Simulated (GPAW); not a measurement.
Crystal: N.

```
N
1.0
     5.56052    0.00000    0.00000
     0.00000    5.56052    0.00000
     0.00000    0.00000    5.56052
N
8
Direct
  0.05740 0.44260 0.55740
  0.44260 0.55740 0.05740
  0.55740 0.05740 0.44260
  0.94260 0.94260 0.94260
  0.94260 0.55740 0.44260
  0.55740 0.44260 0.94260
  0.44260 0.94260 0.55740
  0.05740 0.05740 0.05740
```

Base run:

* Program: GPAW 26.7.0
* Functional: PBE
* Potentials or basis: GPAW PAW data sets (gpaw-data 1.2.1)
* Cutoff: 800 eV
* Basis: pw
* k mesh: 4 × 4 × 4
* Occupations: fermi-dirac, width 0.05 eV
* Spin: no spin polarisation

Its results: band gap on the k mesh 7.28 eV, indirect (least direct gap 7.31 eV); pressure -0.7 GPa; largest force 0.601 eV/Å.

Question: The run is repeated on the same cell with these changes: functional from PBE to PBEsol; potentials or basis from GPAW PAW data sets (gpaw-data 1.2.1) to PAW data sets generated in the run's folder for this functional. What comes out?

Answer: Band gap on the k mesh 7.24 eV, indirect (least direct gap 7.27 eV); pressure -1.2 GPa; largest force 0.801 eV/Å.
